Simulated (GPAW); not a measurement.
# Magnetic state of free-standing square Ru monolayer, spacing 2.904 A from several starts

Aim: find out whether free-standing square Ru monolayer, spacing 2.904 A carries moments, and which collinear order costs least.

Main program and level: GPAW 26.7.0; PBE; plane waves with GPAW's PAW setups, scalar-relativistic.

This is a report of a sequence of runs, with most program output left out.

### 1. Starting point

The cell holds 1 atom: 1 Ru. Its edges and angles: a = 2.904 Å, b = 2.904 Å, c = 14.000 Å, α = 90.0°, β = 90.0°, γ = 90.0°. model lattice. Vacuum lies along c.

The settings of this session are not all sound (see the inputs), so it shows what such settings give, not the properties of the crystal.

### 2. Run 1 (ferro +)

Parallel moments need no larger cell; this start tests for a ferromagnetic state only.

order1.py reads:

```python
import json
import numpy as np
from ase import Atoms
from ase.parallel import paropen, parprint
from gpaw import GPAW

atoms = Atoms(['Ru'],
    cell=[[2.904, 0.0, 0.0],
         [0.0, 2.904, 0.0],
         [0.0, 0.0, 14.0]],
    scaled_positions=[[0.0, 0.0, 0.5]],
    pbc=True,
    magmoms=[1.5])
atoms.calc = GPAW(mode={'name': 'pw', 'ecut': 550},
    xc='PBE',
    kpts={'size': (6, 6, 1), 'gamma': True},
    occupations={'name': 'methfessel-paxton', 'width': 0.1},
    convergence={'density': 1e-05, 'energy': 1e-05},
    maxiter=200,
    mixer={'name': 'pulay', 'beta': 0.1, 'nmaxold': 6, 'weight': 100},
    symmetry={'tolerance': 1e-4},
    txt='order1.txt')
e = atoms.get_potential_energy(force_consistent=True)
res = {'free_energy': e, 'energy_sigma0': atoms.get_potential_energy(), 'fermi_energy': atoms.calc.get_fermi_level()}
res['moments'] = atoms.get_magnetic_moments().tolist()
res['total'] = atoms.get_magnetic_moment()
parprint('site moments (muB):', np.round(res['moments'], 3))
parprint(f"total moment: {res['total']:.3f} muB")
parprint(f'free energy: {e:.6f} eV')
atoms.calc.write('order1.gpw')
with paropen('results.json', 'w') as f:
    json.dump(res, f)
```

Command:

```
$ OMP_NUM_THREADS=1 python3 order1.py > order1.log
```

Run time: 14 s. Hardware: 1 MPI rank of Intel Xeon 6975P-C (Granite Rapids), shared host; peak memory 0.18 GiB.

Read from the output:

```yaml
magnetization: 2.451 μB
final_state: ferromagnetic
largest_moment: 2.188 μB
```

After 22 cycles the largest moment stands at 2.19 μB.

### 3. Start 2: antiferro q=(1/2,1/2,0) +-

Reversing part of the moments tests the sign of the couplings between them.

The cell is doubled to 2 atoms to hold this order. Its mesh is chosen so that both cells sample the same points.

order2.py is the script of step 2 with these lines changed:

```diff
@@ -6,12 +6,13 @@
 
-atoms = Atoms(['Ru'],
-    cell=[[2.904, 0.0, 0.0],
-         [0.0, 2.904, 0.0],
+atoms = Atoms(['Ru', 'Ru'],
+    cell=[[5.808, 0.0, 0.0],
+         [2.904, 2.904, 0.0],
          [0.0, 0.0, 14.0]],
-    scaled_positions=[[0.0, 0.0, 0.5]],
+    scaled_positions=[[0.0, 0.0, 0.5],
+         [0.5, 0.0, 0.5]],
     pbc=True,
-    magmoms=[1.5])
+    magmoms=[1.5, -1.5])
 atoms.calc = GPAW(mode={'name': 'pw', 'ecut': 550},
     xc='PBE',
-    kpts={'size': (6, 6, 1), 'gamma': True},
+    kpts={'size': (3, 6, 1), 'gamma': True},
     occupations={'name': 'methfessel-paxton', 'width': 0.1},
@@ -21,3 +22,3 @@
     symmetry={'tolerance': 1e-4},
-    txt='order1.txt')
+    txt='order2.txt')
 e = atoms.get_potential_energy(force_consistent=True)
@@ -29,3 +30,3 @@
 parprint(f'free energy: {e:.6f} eV')
-atoms.calc.write('order1.gpw')
+atoms.calc.write('order2.gpw')
 with paropen('results.json', 'w') as f:
```

Command:

```
$ OMP_NUM_THREADS=1 python3 order2.py > order2.log
```

The job ended after 71 s (1 MPI rank; peak memory 0.34 GiB).

Read from the output:

| Quantity | Value |
| --- | --- |
| magnetization | 0 μB |
| final state | antiferromagnetic |
| largest moment | 1.593 μB |

It lies 217 meV a seeded atom over the first start, and its largest moment is 1.59 μB against 2.19 μB.

### 4. Run 3 (antiferro q=(0,1/2,0) +-)

An opposed order shows whether the pairs that it reverses prefer unlike signs.

The cell is doubled to 2 atoms to hold this order. Its mesh is chosen so that both cells sample the same points.

order3.py is the script of step 3 with these lines changed:

```diff
@@ -7,7 +7,7 @@
 atoms = Atoms(['Ru', 'Ru'],
-    cell=[[5.808, 0.0, 0.0],
-         [2.904, 2.904, 0.0],
+    cell=[[2.904, 0.0, 0.0],
+         [0.0, 5.808, 0.0],
          [0.0, 0.0, 14.0]],
     scaled_positions=[[0.0, 0.0, 0.5],
-         [0.5, 0.0, 0.5]],
+         [0.0, 0.5, 0.5]],
     pbc=True,
@@ -16,3 +16,3 @@
     xc='PBE',
-    kpts={'size': (3, 6, 1), 'gamma': True},
+    kpts={'size': (6, 3, 1), 'gamma': True},
     occupations={'name': 'methfessel-paxton', 'width': 0.1},
@@ -22,3 +22,3 @@
     symmetry={'tolerance': 1e-4},
-    txt='order2.txt')
+    txt='order3.txt')
 e = atoms.get_potential_energy(force_consistent=True)
@@ -30,3 +30,3 @@
 parprint(f'free energy: {e:.6f} eV')
-atoms.calc.write('order2.gpw')
+atoms.calc.write('order3.gpw')
 with paropen('results.json', 'w') as f:
```

Command:

```
$ OMP_NUM_THREADS=1 python3 order3.py > order3.log
```

Elapsed: 51 s, on 1 MPI rank; peak memory 0.27 GiB.

Spin moment in the augmentation sphere by atom:

```
atom  spin moment in the augmentation sphere (μB)
 Ru1                                         2.03
 Ru2                                        -2.03
```

Read from the output:

```
magnetization : 0 μB
final state   : antiferromagnetic
```

It lies 101 meV a seeded atom over the first start, and its largest moment is 2.03 μB against 2.19 μB.

### 5. Order 4, typed as no spin polarisation

A run without seeds gives the energy of the state without moments.

nospin.py reads:

```python
import json
import numpy as np
from ase import Atoms
from ase.parallel import paropen, parprint
from gpaw import GPAW

atoms = Atoms(['Ru'],
    cell=[[2.904, 0.0, 0.0],
         [0.0, 2.904, 0.0],
         [0.0, 0.0, 14.0]],
    scaled_positions=[[0.0, 0.0, 0.5]],
    pbc=True)
atoms.calc = GPAW(mode={'name': 'pw', 'ecut': 550},
    xc='PBE',
    kpts={'size': (6, 6, 1), 'gamma': True},
    occupations={'name': 'methfessel-paxton', 'width': 0.1},
    convergence={'density': 1e-05, 'energy': 1e-05},
    maxiter=200,
    mixer={'name': 'pulay', 'beta': 0.1, 'nmaxold': 6, 'weight': 100},
    symmetry={'tolerance': 1e-4},
    txt='nospin.txt')
e = atoms.get_potential_energy(force_consistent=True)
res = {'free_energy': e, 'energy_sigma0': atoms.get_potential_energy(), 'fermi_energy': atoms.calc.get_fermi_level()}
parprint(f'free energy: {e:.6f} eV')
atoms.calc.write('nospin.gpw')
with paropen('results.json', 'w') as f:
    json.dump(res, f)
```

Command:

```
$ OMP_NUM_THREADS=1 python3 nospin.py > nospin.log
```

Run time: 6.6 s. Hardware: 1 MPI rank; peak memory 0.16 GiB.

This step gave:

```yaml
final_state: non-magnetic (no spin polarisation)
```

It lies 433 meV a seeded atom over the first start.

### 6. A faulty input

An input with a fault is tried, to see how the program answers.

run.py reads:

```python
import json
import numpy as np
from ase import Atoms
from ase.parallel import paropen, parprint
from gpaw import GPAW

atoms = Atoms(['Ru'],
    cell=[[2.904, 0.0, 0.0],
         [0.0, 2.904, 0.0],
         [0.0, 0.0, 14.0]],
    scaled_positions=[[0.0, 0.0, 0.5]],
    pbc=True,
    magmoms=[1.5])
atoms.calc = GPAW(mode={'name': 'pw', 'ecut': 550},
    xc='PBE',
    kpts={'size': (6, 6, 1), 'gamma': True},
    occupations={'name': 'methfessel-paxton', 'width': 0.1},
    convergence={'density': 1e-05, 'energy': 1e-05},
    nbands=2,
    maxiter=75,
    mixer={'name': 'pulay', 'beta': 0.1, 'nmaxold': 6, 'weight': 100},
    symmetry={'tolerance': 1e-4},
    txt='run.txt')
e = atoms.get_potential_energy(force_consistent=True)
res = {'free_energy': e, 'energy_sigma0': atoms.get_potential_energy(), 'fermi_energy': atoms.calc.get_fermi_level()}
res['moments'] = atoms.get_magnetic_moments().tolist()
res['total'] = atoms.get_magnetic_moment()
parprint('site moments (muB):', np.round(res['moments'], 3))
parprint(f"total moment: {res['total']:.3f} muB")
parprint(f'free energy: {e:.6f} eV')
atoms.calc.write('run.gpw')
with paropen('results.json', 'w') as f:
    json.dump(res, f)
```

Command:

```
$ OMP_NUM_THREADS=1 python3 run.py > run.log
```

It took 1.2 s on 1 MPI rank; peak memory 0.11 GiB.

The program refused the input before any cycle.

The program's message: “ValueError: Too few bands! Electrons: 16.0, bands: 2”

The fault put into the input: fewer bands than electrons.

There must be at least one state for every electron of the larger spin.

### 7. The states side by side

These are free energies at a smearing of 0.1 eV, so its entropy term is in the differences. They are divided by the number of seeded atoms, so that cells of unlike size compare. Wavevectors q in the names are fractions of the reciprocal vectors of the first run's cell.

Orders:

```
                     start        final state  typed order kept  energy over the lowest (meV a seeded atom)  largest site moment (μB)  net moment (μB a primitive cell)  mesh matched  CPU time (s)
                   ferro +      ferromagnetic               yes                                           0                     2.188                             2.451           yes         14.01
antiferro q=(1/2,1/2,0) +-  antiferromagnetic               yes                                       216.6                     1.593                                 0           yes         70.67
  antiferro q=(0,1/2,0) +-  antiferromagnetic               yes                                       100.7                     2.028                                 0           yes         50.45
      no spin polarisation       non-magnetic                 -                                       433.1                         0                                 0           yes          6.51
```

### 8. Results

| Item | Value |
| --- | --- |
| lowest state found | ferromagnetic (typed ferro +) |
| largest site moment | 2.19 μB |
| next state | antiferromagnetic, 101 meV a seeded atom higher |
| energy gained by spin polarisation | 433 meV a seeded atom |

What this shows: The lowest state found is ferromagnetic, reached from the start ferro +, with moments up to 2.19 μB. The next state costs 101 meV a seeded atom. This is the lowest of 4 finished starts, no proof of the ground state. The smearing is not Fermi–Dirac, so its width is no temperature.

[Logs and program files are shortened in this print: banners, set-up blocks, solver, clock and traceback lines can be left out without a mark of their own.]

[Logs are printed without paths, hosts, clocks, repeated set-up lines and the standing remarks that a program may print on its own settings, such as how far it seeks lower states.]

[Hosts, paths, dates, database ids (printed as entryN), source tags and the programs' standing remarks are cut or masked in the printed files.]

[Where a cell is said to come from a database of computed structures, the database is the Materials Project.]
